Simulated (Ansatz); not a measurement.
# FeS2: the cost of one run

Program: Ansatz 0.2.0. Level of theory: DFT PBEsol+U (U_eff = 2 eV on Fe d), plane waves, PAW. These are calculated values, not measurements.

## Step 1: The starting structure

It takes space group Pnnm (No. 58, orthorhombic). The conventional cell has a = 4.445 Å, b = 5.425 Å, c = 3.386 Å, α = 90.00°, β = 90.00°, γ = 90.00°. Around Fe (site symmetry 2/m) lie 6 S at 2.24 to 2.25 Å. Around S (site symmetry m) lie 1 S at 2.21 Å and 3 Fe at 2.24 to 2.25 Å.

Coordinates:

```cif
data_structure
_symmetry_space_group_name_H-M 'P 1'
_symmetry_Int_Tables_number 1
_cell_length_a 4.4446
_cell_length_b 5.4246
_cell_length_c 3.3864
_cell_angle_alpha 90.000
_cell_angle_beta 90.000
_cell_angle_gamma 90.000
_cell_volume 81.65
loop_
_atom_site_label
_atom_site_type_symbol
_atom_site_fract_x
_atom_site_fract_y
_atom_site_fract_z
_atom_site_occupancy
Fe1 Fe 0.00000 0.00000 0.00000 1
Fe2 Fe 0.50000 0.50000 0.50000 1
S1 S 0.20040 0.37870 0.00000 1
S2 S 0.79960 0.62130 0.00000 1
S3 S 0.70040 0.12130 0.50000 1
S4 S 0.29960 0.87870 0.50000 1
```

Magnetic order typed: opposed in the cell.

## Step 2: From atoms, symmetry kept, no search

Input file input.yaml:

```yaml
crystal:
  lattice:
    - [4.44459993, 0.0, 0.0]
    - [0.0, 5.42459991, 0.0]
    - [0.0, 0.0, 3.38639995]
  atoms:
    - { symbol: Fe, position: [0.0, 0.0, 0.0], spin: 4.0 }
    - { symbol: Fe, position: [0.5, 0.5, 0.5], spin: -4.0 }
    - { symbol: S, position: [0.2004, 0.3787, 0.0] }
    - { symbol: S, position: [0.7996, 0.6213, 0.0] }
    - { symbol: S, position: [0.7004, 0.1213, 0.5] }
    - { symbol: S, position: [0.2996, 0.8787, 0.5] }
basis:
  ecutwfc: 420
  ecutrho_ratio: 4
kpoints:
  mp_grid: { grid: [4, 4, 6] }
hamiltonian:
  xc: pbesol
  hubbard:
    sites: [{ site: 0, l: d, u_eff: 2.0 }, { site: 1, l: d, u_eff: 2.0 }]
scf:
  occupations: { method: gaussian, width: 0.05 }
  lower_state_search: "off"
  max_iter: 150
output:
  forces: true
  stress: true
  eigenvalues: true
  populations: true
  hubbard: { sites: [{ site: 0, l: d }, { site: 1, l: d }] }
magnetization:
  spin_polarized: true
```

Started as:

```console
> ansatz run input.yaml --threads 4 --pin off --max-ram 6144MiB --backend cpu --events-out ev --progress --plain --runs-dir out
```

What time and memory should one allow on 4 threads of Arm Neoverse V2, shared host?

About 43 s, with a peak of 0.91 GiB.
